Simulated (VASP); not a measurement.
# Pr (P6_3/mmc) in VASP: single point with PBE

Aim: the single point of Pr with PBE.

Everything below comes from runs of VASP 6.6.1. Logs are shortened: lines on timing, memory, paths and dates and some standing lists are left out, and cuts for length are marked.

## Step 1: The structure

Symmetry: P6_3/mmc, No. 194, hexagonal system. Conventional cell: a = 3.655 Å, b = 3.655 Å, c = 5.970 Å, α = 90.00°, β = 90.00°, γ = 120.00°. Pr (site symmetry -6m2) has 12 Pr at 3.66 Å as nearest neighbours.

The cell was built by a generator and needn't be a form met in nature.

## Step 2: Single point, PBE, collinear spin, typed start

INCAR reads:

```
SYSTEM = Pr
PREC     = Accurate       ! precision mode
ENCUT    = 520            ! plane-wave cutoff, eV
EDIFF    = 1E-7           ! SCF threshold, eV
ISMEAR   = 0              ! smearing method
SIGMA    = 0.05           ! smearing width, eV
LREAL    = .FALSE.        ! projectors in reciprocal space
LASPH    = .TRUE.         ! aspherical terms in the spheres
NELM     = 150            ! most SCF steps
ALGO     = Normal         ! electronic algorithm
ISIF     = 2              ! what is computed and relaxed
LWAVE    = .FALSE.        ! write WAVECAR
LCHARG   = .TRUE.         ! write CHGCAR
ISPIN    = 2              ! spin polarisation
MAGMOM   = 2 2            ! initial moments
LORBIT   = 11             ! projections on sites
LMAXMIX  = 6              ! l up to which the mixer works
GGA      = PE             ! functional
LELF     = .TRUE.         ! ELF
LVHAR    = .TRUE.       
NBANDS   = 24             ! bands
```

KPOINTS reads:

```
Automatic mesh
0
G
  6 6 4
  0 0 0
```

POSCAR reads:

```
Pr
1.0
    3.6552103579      0.0000000000      0.0000000000
   -1.8276051790      3.1655050261      0.0000000000
    0.0000000000      0.0000000000      5.9701769180
Pr
2
Direct
    0.3333333333      0.6666666667      0.7500000000
    0.6666666667      0.3333333333      0.2500000000
```

Potentials or basis: VASP PAW PBE potentials, release 64 (Pr).

Launch:

```
> cat potpaw_PBE.64/Pr/POTCAR > POTCAR
> mpirun -np 1 vasp_std > vasp.out
```

OUTCAR:

```text
SYSTEM = Pr
   PREC = Accurate
   ENCUT = 520
   EDIFF = 1E-7
   ISMEAR = 0
   LREAL = .FALSE.
   LASPH = .TRUE.
   NELM = 150
   ISIF = 2
   ISPIN = 2
   LORBIT = 11
   GGA = PE

 ion  position               nearest neighbor table
   1  0.333  0.667  0.750-
   2  0.667  0.333  0.250-

  LATTYP: Found a hexagonal cell.
 ALAT       =     3.6552103579
 C/A-ratio  =     1.6333333334

  Lattice vectors:

 A1 = (   3.6552103579,   0.0000000000,   0.0000000000)
 A2 = (  -1.8276051790,   3.1655050261,   0.0000000000)
 A3 = (   0.0000000000,   0.0000000000,   5.9701769180)

Analysis of symmetry for initial positions (statically):
=====================================================================
 Subroutine PRICEL returns:
 Original cell was already a primitive cell.

 Routine SETGRP: Setting up the symmetry group for a
 hexagonal supercell.

 Subroutine GETGRP returns: Found 24 space group operations
 (whereof 12 operations were pure point group operations)
 out of a pool of 24 trial point group operations.

The static configuration has the point symmetry D_3d.
 The point group associated with its full space group is D_6h.

Analysis of symmetry for dynamics (positions and initial velocities):
=====================================================================
 Subroutine PRICEL returns:
 Original cell was already a primitive cell.

 Routine SETGRP: Setting up the symmetry group for a
 hexagonal supercell.

 Subroutine GETGRP returns: Found 24 space group operations
 (whereof 12 operations were pure point group operations)
 out of a pool of 24 trial point group operations.

The dynamic configuration has the point symmetry D_3d.
 The point group associated with its full space group is D_6h.

Analysis of structural, dynamic, and magnetic symmetry:
=====================================================================
 Subroutine PRICEL returns:
 Original cell was already a primitive cell.

 Routine SETGRP: Setting up the symmetry group for a
 hexagonal supercell.

 Subroutine GETGRP returns: Found 24 space group operations
 (whereof 12 operations were pure point group operations)
 out of a pool of 24 trial point group operations.

The overall configuration has the point symmetry D_3d.
 The point group associated with its full space group is D_6h.

 Subroutine INISYM returns: Found 24 space group operations
 (whereof 12 operations are pure point group operations),
 and found     1 'primitive' translations

----------------------------------------------------------------------------------------

                                     Primitive cell

  volume of cell :      69.0784

  direct lattice vectors                    reciprocal lattice vectors
     3.655210358  0.000000000  0.000000000     0.273582066  0.157952679  0.000000000
    -1.827605179  3.165505026  0.000000000     0.000000000  0.315905358  0.000000000
     0.000000000  0.000000000  5.970176918     0.000000000  0.000000000  0.167499224

  length of vectors
     3.655210358  3.655210358  5.970176918     0.315905358  0.315905358  0.167499224

  position of ions in fractional coordinates (direct lattice)
     0.333333333  0.666666667  0.750000000
     0.666666667  0.333333333  0.250000000

  ion indices of the primitive-cell ions
   primitive index   ion index
                 1           1
                 2           2

----------------------------------------------------------------------------------------

 KPOINTS: Automatic mesh

Automatic generation of k-mesh.
 Grid dimensions read from file:
 generate k-points for:    6    6    4

 Generating k-lattice:

  Cartesian coordinates                     Fractional coordinates (reciprocal lattice)
     0.045597011  0.026325447  0.000000000     0.166666667 -0.000000000  0.000000000
     0.000000000  0.052650893  0.000000000     0.000000000  0.166666667  0.000000000
     0.000000000  0.000000000  0.041874806     0.000000000  0.000000000  0.250000000

  Length of vectors
     0.052650893  0.052650893  0.041874806

  Shift w.r.t. Gamma in fractional coordinates (k-lattice)
     0.000000000  0.000000000  0.000000000

 Subroutine IBZKPT returns following result:
 ===========================================

 Found     21 irreducible k-points:

 Following reciprocal coordinates:
            Coordinates               Weight
  0.000000  0.000000  0.000000      1.000000
  0.166667  0.000000  0.000000      6.000000
  0.333333  0.000000  0.000000      6.000000
  0.500000  0.000000  0.000000      3.000000
  0.166667  0.166667  0.000000      6.000000
  0.333333  0.166667  0.000000     12.000000
[... 13 lines left out ...]
  0.333333  0.166667  0.500000     12.000000
  0.333333  0.333333  0.500000      2.000000
   k-points           NKPTS =     21   k-points in BZ     NKDIM =     21   number of bands    NBANDS=     24
   number of dos      NEDOS =    301   number of ions     NIONS =      2
   total plane-waves  NPLWV =  37632
   dimension x,y,z NGX =    28 NGY =   28 NGZ =   48
   dimension x,y,z NGXF=    56 NGYF=   56 NGZF=   96
   ions per type =               2
   NGX,Y,Z   is equivalent  to a cutoff of  12.73, 12.73, 13.37 a.u.
   NGXF,Y,Z  is equivalent  to a cutoff of  25.47, 25.47, 26.73 a.u.
 SYSTEM =  Pr
   PREC   = accura    normal or accurate (medium, high low for compatibility)
   ISTART =      0    job   : 0-new  1-cont  2-samecut
   ICHARG =      2    charge: 1-file 2-atom 10-const
   ISPIN  =      2    spin polarized calculation?
   LNONCOLLINEAR =      F non collinear calculations
   LSORBIT =      F    spin-orbit coupling
   LASPH  =      T    aspherical Exc in radial PAW
   ENCUT  =  520.0 eV  38.22 Ry    6.18 a.u.   6.80  6.80 11.10*2*pi/ulx,y,z
   NELM   =    150;   NELMIN=  2; NELMDL= -5     # of ELM steps
   EDIFF  = 0.1E-06   stopping-criterion for ELM
   LREAL  =      F    real-space projection
   EDIFFG = 0.1E-05   stopping-criterion for IOM
   NSW    =      0    number of steps for IOM
   IBRION =     -1    ionic relax: 0-MD 1-quasi-New 2-CG
   NFREE  =      0    steps in history (QN), initial steepest desc. (CG)
   ISIF   =      2    stress and relaxation
   ISYM   =      2    0-nonsym 1-usesym 2-fastsym
   POTIM  = 0.5000    time-step for ionic-motion
   TEBEG  =    0.0;   TEEND  =   0.0 temperature during run
   PSTRESS=    0.0 pullay stress
   NELECT =      26.0000    total number of electrons
   NUPDOWN=      -1.0000    fix difference up-down
   EMIN   =  10.00;   EMAX   =-10.00  energy-range for DOS
   EFERMI =   0.00;   METHOD = LEGACY
   ISMEAR =     0;   SIGMA  =   0.05  broadening in eV -4-tet -1-fermi 0-gaus
   EFERMI_NEDOS =   21; number of points for ismear=-14 and -15
   IALGO  =     38    algorithm
   IMIX   =      4    mixing-type and parameters
     AMIX     =   0.40;   BMIX     =  1.00
     AMIX_MAG =   1.60;   BMIX_MAG =  1.00
  volume/ion in A,a.u.               =      34.54       233.08
  Fermi-wavevector in a.u.,A,eV,Ry     =   1.182003  2.233661 19.009109  1.397130
  Thomas-Fermi vector in A             =   2.318265
   LORBIT       =     11    0 simple, 1 ext, 2 COOP (PROOUT), +10 PAW based schemes
   GGA     = PE    functional components
   LHFCALC =     F    Hartree Fock is set to
   AEXX    =    0.0000 exact exchange contribution
   IVDW    =     0    specifies the selected vdW correction
   LEPSILON=     F    determine dielectric tensor
   LRPA    =     F    only Hartree local field effects (RPA)
 spin polarized calculation
 Gauss-broadening in eV      SIGMA  =   0.05
  energy-cutoff  :      520.00
  volume of cell :       69.08
 maximum number of plane-waves:      1872
 NGX is ok and might be reduce to    28
   NGX = 13   NGY = 13   NGZ = 23

 number of electron      26.0000007 magnetization       5.2640549

 Free energy of the ion-electron system (eV)
  ---------------------------------------------------
  ext. energy  EPLUGINS =         0.00000000
  ---------------------------------------------------
  free energy    TOTEN  =       -10.87598428 eV

  energy without entropy =      -10.85590141  energy(sigma->0) =      -10.86594284

 E-fermi :   6.1067     XC(G=0):  -9.9327

 val. band max:        6.0942909137   @ k =   0.3333   0.0000   0.2500
 cond. band min:       6.1067939750   @ k =   0.1667   0.1667   0.2500
 fundamental gap:      0.0125030613
 Fermi energy:         6.1067143909

 spin component 1

 k-point     1 :       0.0000    0.0000    0.0000
  band No.  band energies     occupation
      1     -29.9998      1.00000
      2     -29.8352      1.00000
      3     -12.6616      1.00000
      4     -11.5089      1.00000
      5     -11.5089      1.00000
      6     -11.3902      1.00000
[... 16 lines left out ...]
     23       7.0922      0.00000
     24       7.1054      0.00000
[... 516 lines left out ...]
      1     -29.7944      1.00000
      2     -29.7944      1.00000
      3     -12.3835      1.00000
      4     -12.3835      1.00000
      5     -12.1156      1.00000
      6     -12.1156      1.00000
[... 16 lines left out ...]
     23       6.6711      0.00000
     24       6.7131      0.00000
 Fermi energy:         6.1067143909

 spin component 2

 k-point     1 :       0.0000    0.0000    0.0000
  band No.  band energies     occupation
      1     -28.9351      1.00000
      2     -28.7594      1.00000
      3     -11.9203      1.00000
      4     -10.6433      1.00000
      5     -10.6433      1.00000
      6     -10.5939      1.00000
[... 16 lines left out ...]
     23       7.9918      0.00000
     24       8.0060      0.00000
[... 517 lines left out ...]
      2     -28.7168      1.00000
      3     -11.5791      1.00000
      4     -11.5791      1.00000
      5     -11.2841      1.00000
      6     -11.2841      1.00000
[... 16 lines left out ...]
     23       8.0332      0.00000
     24       8.0332      0.00000

------------------------ aborting loop because EDIFF is reached ----------------------------------------

  FORCE on cell =-STRESS in cart. coord.  units (eV):
  Direction    XX          YY          ZZ          XY          YZ          ZX
  --------------------------------------------------------------------------------------
  -------------------------------------------------------------------------------------
  Total       -0.0164461     -0.0164461      0.0003159      0.0000000      0.0000000      0.0000000
  in kB       -0.3814447     -0.3814447      0.0073270      0.0000000      0.0000000      0.0000000
  external PRESSURE =      -0.2518542 kB  Pullay stress =       0.0000000 kB

 VOLUME and BASIS-vectors are now :
 -----------------------------------------------------------------------------
  energy-cutoff  :      520.00
  volume of cell :       69.08
      direct lattice vectors                 reciprocal lattice vectors
     3.655210358  0.000000000  0.000000000     0.273582066  0.157952679  0.000000000
    -1.827605179  3.165505026  0.000000000     0.000000000  0.315905358  0.000000000
     0.000000000  0.000000000  5.970176918     0.000000000  0.000000000  0.167499224

 POSITION                                       TOTAL-FORCE (eV/Angst)
 -----------------------------------------------------------------------------------
     -0.00000      2.11034      4.47763         0.000000      0.000000      0.000000
      1.82761      1.05517      1.49254        -0.000000     -0.000000      0.000000
 -----------------------------------------------------------------------------------
    total drift:                               -0.000000      0.000000     -0.000000

  FREE ENERGIE OF THE ION-ELECTRON SYSTEM (eV)
  ---------------------------------------------------
  free  energy   TOTEN  =       -10.8759842755 eV

  energy  without entropy=      -10.8559014142  energy(sigma->0) =      -10.86594284

 total charge

# of ion       s       p       d       f       tot
--------------------------------------------------
    1        2.001   5.281   0.576   2.163  10.021
    2        2.001   5.281   0.576   2.163  10.021
--------------------------------------------------
tot          4.002  10.562   1.153   4.325  20.042

 magnetization (x)

# of ion       s       p       d       f       tot
--------------------------------------------------
    1       -0.009  -0.026   0.107   2.106   2.178
    2       -0.009  -0.026   0.107   2.106   2.178
--------------------------------------------------
tot         -0.019  -0.052   0.214   4.212   4.355
```

Wall time 3.7 min (1 thread of Intel Xeon Platinum 8488C (Sapphire Rapids), shared host); peak memory 0.24 GiB.

What came out:

```yaml
Free_energy: -10.8760 eV
Pressure: 0.0 GPa
Band_gap_on_the_k_mesh: none (metal or under the smearing width)
Net_moment: 5.26 μB per cell
Site_moments: Pr +2.18 μB
Valence_electrons_inside_the_program's_atomic_spheres: Pr 10.02
```

Caveat: the magnetic or orbital state may not be the lowest; spin-orbit coupling is left out, which moves the levels of the heavy elements. The state reached can hang on the start; a lower one may exist.
